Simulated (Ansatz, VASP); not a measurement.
**NaI: VASP beside Ansatz**

```
CELL_PARAMETERS angstrom
0.00000 3.22972 3.22972
3.22972 0.00000 3.22972
3.22972 3.22972 0.00000
ATOMIC_POSITIONS crystal
Na 0.00000 0.00000 0.00000
I 0.50000 0.50000 0.50000
```

Alike in both runs: task single point; functional PBE; k mesh 6 × 6 × 6; no spin polarisation.

|  | VASP | Ansatz |
| --- | --- | --- |
| version | VASP 6.6.1 | Ansatz 0.2.0 |
| potentials or method | VASP PAW PBE potentials, release 64 (Na_pv, I) | plane waves, PAW |
| plane-wave cutoff (eV) | 520 | 420 |
| occupations | gaussian, width 0.01 eV | fixed |
| valence electrons in the cell | 14 | 26 |

```csv
,VASP,Ansatz,Ansatz less VASP
gap on the k mesh at the Fermi level (eV),3.66,3.66,+0.004
```

The two sets of potentials don't hold the same shells in valence.

Caveats: spin-orbit coupling is left out, which moves the levels of the heavy elements. Expect the measured gap to be larger: semilocal functionals such as PBE lack the derivative discontinuity.
